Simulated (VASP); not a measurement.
# Ag (Fm-3m) in VASP: further runs

One crystal, Ag, is run at these levels: PBEsol, RPBE, r2SCAN; tasks: relaxation of cell and atoms.

All numbers are computed with VASP 6.6.1; they aren't measurements. Logs are shortened: lines on timing, memory, paths and dates and some standing lists are left out, and cuts for length are marked.

## (1) The structure

The structure is cubic, space group Fm-3m (No. 225). The conventional cell has a = 4.052 Å, b = 4.052 Å, c = 4.052 Å, α = 90.00°, β = 90.00°, γ = 90.00°. Around Ag (site symmetry m-3m) lie 12 Ag at 2.86 Å.

## (2) Relaxation of cell and atoms, PBEsol

Contents of INCAR:

```
SYSTEM = Ag
ALGO     = Normal         ! electronic algorithm
EDIFF    = 1E-7           ! SCF threshold, eV
EDIFFG   = -0.005         ! ionic threshold
ENCUT    = 600            ! plane-wave cutoff, eV
GGA      = PS             ! functional
IBRION   = 2              ! ionic algorithm
ISIF     = 3              ! what is computed and relaxed
ISMEAR   = 1              ! smearing method
LASPH    = .True.         ! aspherical terms in the spheres
LCHARG   = .False.        ! write CHGCAR
LREAL    = .False.        ! projectors in reciprocal space
LWAVE    = .False.        ! write WAVECAR
NELM     = 80             ! most SCF steps
NSW      = 90             ! ionic steps
PREC     = Accurate       ! precision mode
SIGMA    = 0.1            ! smearing width, eV
```

Contents of KPOINTS:

```
k-points
0
Gamma
  16 16 16
  0 0 0
```

Contents of POSCAR:

```
Ag                                      
1.0
   -0.0000000000      2.0257627205      2.0257627205
    2.0257627205      0.0000000000      2.0257627205
    2.0257627205      2.0257627205      0.0000000000
  Ag            
     1
Direct
     0.0000000000000000    0.0000000000000000    0.0000000000000000
```

Potentials or basis: VASP PAW PBE potentials, release 64 (Ag).

The run is started by

```bash
cat potpaw_PBE.64/Ag/POTCAR > POTCAR
mpirun -np 1 vasp_std > vasp.out
```

OUTCAR:

```text
SYSTEM = Ag
   EDIFF = 1E-7
   EDIFFG = -0.005
   ENCUT = 600
   GGA = PS
   IBRION = 2
   ISIF = 3
   ISMEAR = 1
   LASPH = .True.
   LREAL = .False.
   NELM = 80
   NSW = 90
   PREC = Accurate

 ion  position               nearest neighbor table
   1  0.000  0.000  0.000-

  LATTYP: Found a face centered cubic cell.
 ALAT       =     4.0515254410

  Lattice vectors:

 A1 = (   0.0000000000,   2.0257627205,   2.0257627205)
 A2 = (   2.0257627205,   0.0000000000,   2.0257627205)
 A3 = (   2.0257627205,   2.0257627205,   0.0000000000)

Analysis of symmetry for initial positions (statically):
=====================================================================
 Subroutine PRICEL returns:
 Original cell was already a primitive cell.

 Routine SETGRP: Setting up the symmetry group for a
 face centered cubic supercell.

 Subroutine GETGRP returns: Found 48 space group operations
 (whereof 48 operations were pure point group operations)
 out of a pool of 48 trial point group operations.

The static configuration has the point symmetry O_h .

Analysis of symmetry for dynamics (positions and initial velocities):
=====================================================================
 Subroutine PRICEL returns:
 Original cell was already a primitive cell.

 Routine SETGRP: Setting up the symmetry group for a
 face centered cubic supercell.

 Subroutine GETGRP returns: Found 48 space group operations
 (whereof 48 operations were pure point group operations)
 out of a pool of 48 trial point group operations.

The dynamic configuration has the point symmetry O_h .

 Subroutine INISYM returns: Found 48 space group operations
 (whereof 48 operations are pure point group operations),
 and found     1 'primitive' translations

----------------------------------------------------------------------------------------

                                     Primitive cell

  volume of cell :      16.6263

  direct lattice vectors                    reciprocal lattice vectors
     0.000000000  2.025762720  2.025762720    -0.246820615  0.246820615  0.246820615
     2.025762720  0.000000000  2.025762720     0.246820615 -0.246820615  0.246820615
     2.025762720  2.025762720  0.000000000     0.246820615  0.246820615 -0.246820615

  length of vectors
     2.864861113  2.864861113  2.864861113     0.427505845  0.427505845  0.427505845

  position of ions in fractional coordinates (direct lattice)
     0.000000000  0.000000000  0.000000000

[... 81 lines left out ...]
   ISIF   =      3    stress and relaxation
   ISYM   =      2    0-nonsym 1-usesym 2-fastsym
   POTIM  = 0.5000    time-step for ionic-motion
   TEBEG  =    0.0;   TEEND  =   0.0 temperature during run
   PSTRESS=    0.0 pullay stress
   NELECT =      11.0000    total number of electrons
   NUPDOWN=      -1.0000    fix difference up-down
   EMIN   =  10.00;   EMAX   =-10.00  energy-range for DOS
   EFERMI =   0.00;   METHOD = LEGACY
   ISMEAR =     1;   SIGMA  =   0.10  broadening in eV -4-tet -1-fermi 0-gaus
   EFERMI_NEDOS =   21; number of points for ismear=-14 and -15
   IALGO  =     38    algorithm
   IMIX   =      4    mixing-type and parameters
     AMIX     =   0.40;   BMIX     =  1.00
     AMIX_MAG =   1.60;   BMIX_MAG =  1.00
  volume/ion in A,a.u.               =      16.63       112.20
  Fermi-wavevector in a.u.,A,eV,Ry     =   1.426507  2.695707 27.686786  2.034921
  Thomas-Fermi vector in A             =   2.546776
   LORBIT       =      0    0 simple, 1 ext, 2 COOP (PROOUT), +10 PAW based schemes
   GGA     = PS    functional components
   LHFCALC =     F    Hartree Fock is set to
   AEXX    =    0.0000 exact exchange contribution
   IVDW    =     0    specifies the selected vdW correction
   LEPSILON=     F    determine dielectric tensor
   LRPA    =     F    only Hartree local field effects (RPA)
 conjugate gradient relaxation of ions
 non-spin polarized calculation
 Methfessel and Paxton  Order N= 1 SIGMA  =   0.10
  energy-cutoff  :      600.00
  volume of cell :       16.63
 maximum number of plane-waves:       568
   NGX = 11   NGY = 11   NGZ = 11

 number of electron      11.0000001 magnetization

 Free energy of the ion-electron system (eV)
  ---------------------------------------------------
  ext. energy  EPLUGINS =         0.00000000
  ---------------------------------------------------
  free energy    TOTEN  =        -3.31028780 eV

  energy without entropy =       -3.30955223  energy(sigma->0) =       -3.31004261

 E-fermi :   8.5211     XC(G=0): -12.5630

 val. band max:        8.5177786337   @ k =   0.5000   0.3125   0.1250
 cond. band min:       8.5307855237   @ k =   0.5000   0.1875   0.0625
 fundamental gap:      0.0130068900
 Fermi energy:         8.5210628700

 k-point     1 :       0.0000    0.0000    0.0000
  band No.  band energies     occupation
      1       0.5674      2.00000
      2       3.7225      2.00000
      3       3.7225      2.00000
      4       3.7225      2.00000
      5       4.8171      2.00000
      6       4.8171      2.00000
      7      24.6235      0.00000
      8      28.3459      0.00000
      9      28.3459      0.00000
[... 265 lines left out ...]
 k-point    24 :      -0.0625    0.0625    0.0000
  band No.  band energies     occupation
      1       0.8952      2.00000
      2       3.6303      2.00000
      3       3.8067      2.00000
      4       3.8361      2.00000
      5       4.7325      2.00000
      6       4.8381      2.00000
      7      24.6576      0.00000
      8      26.3562      0.00000
      9      27.7666      0.00000

 [... further k-points ...]

------------------------ aborting loop because EDIFF is reached ----------------------------------------

  FORCE on cell =-STRESS in cart. coord.  units (eV):
  Direction    XX          YY          ZZ          XY          YZ          ZX
  --------------------------------------------------------------------------------------
  -------------------------------------------------------------------------------------
  Total       -0.0014268     -0.0014268     -0.0014268     -0.0000000      0.0000000      0.0000000
  in kB       -0.1374952     -0.1374952     -0.1374952     -0.0000000      0.0000000      0.0000000
  external PRESSURE =      -0.1374952 kB  Pullay stress =       0.0000000 kB

 VOLUME and BASIS-vectors are now :
 -----------------------------------------------------------------------------
  energy-cutoff  :      600.00
  volume of cell :       16.63
      direct lattice vectors                 reciprocal lattice vectors
     0.000000000  2.025762720  2.025762720    -0.246820615  0.246820615  0.246820615
     2.025762720  0.000000000  2.025762720     0.246820615 -0.246820615  0.246820615
     2.025762720  2.025762720  0.000000000     0.246820615  0.246820615 -0.246820615

 POSITION                                       TOTAL-FORCE (eV/Angst)
 -----------------------------------------------------------------------------------
      0.00000      0.00000      0.00000         0.000000      0.000000     -0.000000
 -----------------------------------------------------------------------------------
    total drift:                               -0.000000      0.000000      0.000000

  FREE ENERGIE OF THE ION-ELECTRON SYSTEM (eV)
  ---------------------------------------------------
  free  energy   TOTEN  =        -3.3102878020 eV

  energy  without entropy=       -3.3095522302  energy(sigma->0) =       -3.31004261

 reached required accuracy - stopping structural energy minimisation
```

CONTCAR:

```text
Ag
   1.00000000000000
     0.0000000000000000    2.0257627204999999    2.0257627204999999
     2.0257627204999999    0.0000000000000000    2.0257627204999999
     2.0257627204999999    2.0257627204999999    0.0000000000000000
  Ag
     1
Direct
     0.0000000000000000    0.0000000000000000    0.0000000000000000

  0.00000000E+00  0.00000000E+00  0.00000000E+00
```

It took 7.5 s on 1 thread of Intel Xeon 6975P-C (Granite Rapids), shared host; peak memory 0.15 GiB.

Results:

| Item | Value |
| --- | --- |
| Free energy | -3.3103 eV |
| Pressure after relaxing | 0.0 GPa |
| Band gap on the k mesh | none (metal or under the smearing width) |

Final structure:
```cif
data_structure
_symmetry_space_group_name_H-M 'P 1'
_symmetry_Int_Tables_number 1
_cell_length_a 2.8649
_cell_length_b 2.8649
_cell_length_c 2.8649
_cell_angle_alpha 60.000
_cell_angle_beta 60.000
_cell_angle_gamma 60.000
_cell_volume 16.63
loop_
_atom_site_label
_atom_site_type_symbol
_atom_site_fract_x
_atom_site_fract_y
_atom_site_fract_z
_atom_site_occupancy
Ag1 Ag 0.00000 0.00000 0.00000 1
```

Caveat: the relaxation stopped at its first step, so nothing moved; the PAW data sets were made with another functional, which shifts forces and pressure a little.

## (3) Relaxation of cell and atoms, RPBE

This run uses another cell than the first one, of 17.05 Å³/atom, 1.025 times its volume.

Contents of INCAR:

```
SYSTEM = Ag
ALGO = Normal
EDIFF = 1E-6
EDIFFG = -0.01
ENCUT = 600
GGA = RP
IBRION = 2
ISIF = 3
ISMEAR = 1
LASPH = .True.
LCHARG = .False.
LREAL = .False.
LWAVE = .False.
NELM = 80
NSW = 90
PREC = Accurate
SIGMA = 0.1
```

KPOINTS is that of step 2.

Contents of POSCAR:

```
Ag
1.0
    0.0000000000      2.0427500000      2.0427500000
    2.0427500000      0.0000000000      2.0427500000
    2.0427500000      2.0427500000      0.0000000000
Ag
1
Direct
    0.0000000000      0.0000000000      0.0000000000
```

Potentials or basis: VASP PAW PBE potentials, release 64 (Ag).

The run is started by

```bash
cat potpaw_PBE.64/Ag/POTCAR > POTCAR
mpirun -np 1 vasp_std > vasp.out
```

OUTCAR:

```text
SYSTEM = Ag
   EDIFF = 1E-6
   EDIFFG = -0.01
   ENCUT = 600
   GGA = RP
   IBRION = 2
   ISIF = 3
   ISMEAR = 1
   LASPH = .True.
   LREAL = .False.
   NELM = 80
   NSW = 90
   PREC = Accurate

 ion  position               nearest neighbor table
   1  0.000  0.000  0.000-

  LATTYP: Found a face centered cubic cell.
 ALAT       =     4.0855000000

  Lattice vectors:

 A1 = (   0.0000000000,   2.0427500000,   2.0427500000)
 A2 = (   2.0427500000,   0.0000000000,   2.0427500000)
 A3 = (   2.0427500000,   2.0427500000,   0.0000000000)

Analysis of symmetry for initial positions (statically):
=====================================================================
 Subroutine PRICEL returns:
 Original cell was already a primitive cell.

 Routine SETGRP: Setting up the symmetry group for a
 face centered cubic supercell.

 Subroutine GETGRP returns: Found 48 space group operations
 (whereof 48 operations were pure point group operations)
 out of a pool of 48 trial point group operations.

The static configuration has the point symmetry O_h .

Analysis of symmetry for dynamics (positions and initial velocities):
=====================================================================
 Subroutine PRICEL returns:
 Original cell was already a primitive cell.

[... 223 lines left out ...]
--------------------------------------- Ionic step        3  -------------------------------------------

 number of electron      11.0000003 magnetization

 Free energy of the ion-electron system (eV)
  ---------------------------------------------------
  ext. energy  EPLUGINS =         0.00000000
  ---------------------------------------------------
  free energy    TOTEN  =        -2.20040207 eV

  energy without entropy =       -2.20028476  energy(sigma->0) =       -2.20036296

 E-fermi :   7.3658     XC(G=0): -11.5379

 val. band max:        7.3542590850   @ k =   0.5000   0.1875   0.0625
 cond. band min:       7.4156055158   @ k =   0.5000   0.0625   0.0000
 fundamental gap:      0.0613464307
 Fermi energy:         7.3658129087

 k-point     1 :       0.0000    0.0000    0.0000
  band No.  band energies     occupation
      1       0.2911      2.00000
      2       2.8691      2.00000
      3       2.8691      2.00000
      4       2.8691      2.00000
      5       3.7431      2.00000
      6       3.7431      2.00000
      7      23.1736      0.00000
      8      26.2635      0.00000
      9      26.2635      0.00000
[... 265 lines left out ...]
 k-point    24 :      -0.0625    0.0625    0.0000
  band No.  band energies     occupation
      1       0.5895      2.00000
      2       2.7979      2.00000
      3       2.9379      2.00000
      4       2.9631      2.00000
      5       3.6772      2.00000
      6       3.7614      2.00000
      7      23.0348      0.00000
      8      24.2698      0.00000
      9      25.6029      0.00000

 [... further k-points ...]

------------------------ aborting loop because EDIFF is reached ----------------------------------------

  FORCE on cell =-STRESS in cart. coord.  units (eV):
  Direction    XX          YY          ZZ          XY          YZ          ZX
  --------------------------------------------------------------------------------------
  -------------------------------------------------------------------------------------
  Total        0.0070304      0.0070304      0.0070304     -0.0000000      0.0000000      0.0000000
  in kB        0.6036790      0.6036790      0.6036790     -0.0000000      0.0000000      0.0000000
  external PRESSURE =       0.6036790 kB  Pullay stress =       0.0000000 kB
[... 16 lines left out ...]
  FREE ENERGIE OF THE ION-ELECTRON SYSTEM (eV)
  ---------------------------------------------------
  free  energy   TOTEN  =        -2.2004020654 eV

  energy  without entropy=       -2.2002847618  energy(sigma->0) =       -2.20036296

 reached required accuracy - stopping structural energy minimisation
```

Wall time 55 s (1 thread of AMD EPYC 7R13 (Zen 3), shared host); peak memory 0.14 GiB.

Results:

| Quantity | Value |
| --- | --- |
| Free energy | -2.2004 eV |
| Relaxed volume | 18.66 Å³/atom |
| Relaxed cell | a = 2.977 Å, b = 2.977 Å, c = 2.977 Å, α = 60.00°, β = 60.00°, γ = 60.00° |
| Space group after relaxing (to 0.05 Å) | Fm-3m (No. 225) |
| Energy gained by relaxing | 39.4 meV/atom |
| Ionic steps | 3 |
| Pressure after relaxing | 0.1 GPa |
| Band gap on the k mesh | none (metal or under the smearing width) |

Step by step:
| step | energy change (eV) | largest force (eV/Å) | pressure (GPa) | volume (Å³) |
| --- | --- | --- | --- | --- |
| 1 | 0.0000 | 0.0000 | 8.67 | 17.05 |
| 2 | -0.0330 | 0.0000 | -2.59 | 19.43 |
| 3 | -0.0394 | 0.0000 | 0.06 | 18.66 |

Final structure:
```cif
data_structure
_symmetry_space_group_name_H-M 'P 1'
_symmetry_Int_Tables_number 1
_cell_length_a 2.9771
_cell_length_b 2.9771
_cell_length_c 2.9771
_cell_angle_alpha 60.000
_cell_angle_beta 60.000
_cell_angle_gamma 60.000
_cell_volume 18.66
loop_
_atom_site_label
_atom_site_type_symbol
_atom_site_fract_x
_atom_site_fract_y
_atom_site_fract_z
_atom_site_occupancy
Ag1 Ag 0.00000 0.00000 0.00000 1
```

Caveat: the PAW data sets were made with another functional, which shifts forces and pressure a little. Zero-point motion and thermal expansion aren't in these numbers.

## (4) Relaxation of cell and atoms, RPBE

This run uses another cell than the first one, of 18.66 Å³/atom, 1.122 times its volume.

Edit INCAR of step 3 so:

```diff
@@ -2,4 +2,4 @@
 ALGO = Normal
-EDIFF = 1E-6
-EDIFFG = -0.01
+EDIFF = 1E-7
+EDIFFG = -0.005
 ENCUT = 600
```

KPOINTS is that of step 3.

Contents of POSCAR:

```
Ag                                      
1.0
   -0.0000000000      2.1051578919      2.1051578919
    2.1051578919     -0.0000000000      2.1051578919
    2.1051578919      2.1051578919      0.0000000000
  Ag            
     1
Direct
     0.0000000000000000    0.0000000000000000    0.0000000000000000
```

The run is started by

```bash
cat potpaw_PBE.64/Ag/POTCAR > POTCAR
mpirun -np 1 vasp_std > vasp.out
```

It took 28 s on 1 thread of AMD EPYC 7R13 (Zen 3), shared host; peak memory 0.14 GiB.

The run converged. Its results:

```
Free energy                            : -2.2015 eV
Relaxed volume                         : 18.68 Å³/atom
Relaxed cell                           : a = 2.978 Å, b = 2.978 Å, c = 2.978 Å, α = 60.00°, β = 60.00°, γ = 60.00°
Space group after relaxing (to 0.05 Å) : Fm-3m (No. 225)
Energy gained by relaxing              : 0.0 meV/atom
Ionic steps                            : 2
Pressure after relaxing                : 0.0 GPa
Band gap on the k mesh                 : none (metal or under the smearing width)
```

Final structure:
```
Ag
1.0
     0.00000    2.10605    2.10605
     2.10605    0.00000    2.10605
     2.10605    2.10605    0.00000
Ag
1
Direct
  0.00000 0.00000 0.00000
```

Levels at points of the mesh, in eV from the Fermi level:
```tsv
k point	band 4	band 5	band 6	band 7	band 8	band 9
(0.00, 0.00, 0.00)	-4.49	-3.62	-3.62	15.80	18.89	18.89
(0.50, 0.00, 0.00)	-2.95	-2.95	-0.11	3.17	15.02	17.01
(0.50, 0.50, 0.00)	-2.77	-2.77	1.74	6.11	10.27	10.27
```

Caveat: the PAW data sets were made with another functional, which shifts forces and pressure a little.

(Part 1 of 2 ends here.)
